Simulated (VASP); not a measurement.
Data:

```
CELL_PARAMETERS angstrom
      6.41788     0.00000     0.00000
      0.00000     6.41788     0.00000
      0.00000     0.00000     6.41788
ATOMIC_POSITIONS crystal
  Cs 0.00000 0.00000 0.00000
  Pb 0.50000 0.50000 0.50000
  I  0.50000 0.00000 0.50000
  I  0.00000 0.50000 0.50000
  I  0.50000 0.50000 0.00000
```

These are PBE GGA, VASP's PBE PAW potentials (set 64) (plane waves; VASP) values and carry that method's errors. Settings: 520 eV cut-off, 4×4×4 Γ-centred mesh, Gaussian smearing of 0.050 eV, potentials Cs_sv Pb_d I.

Unless said otherwise, spin-orbit coupling is left out, though it shifts the bands of the heavy elements here.

Q: What does the run give for the energy per atom (σ→0), band gap (on the k-mesh) with the smallest direct gap where there is one?

A: 
```
Item                                         Result
-----------------------------------  --------------
band gap (on the k-mesh)                    1.50 eV
smallest direct gap (on the k-mesh)         1.50 eV
energy per atom (σ→0)                -2.806 eV/atom
```

The compound is CsPbI3 in the cubic perovskite structure, the ideal cubic form; the compound distorts at low or room temperature. This cell is one point of a volume scan, at 1.03 of the reference volume.
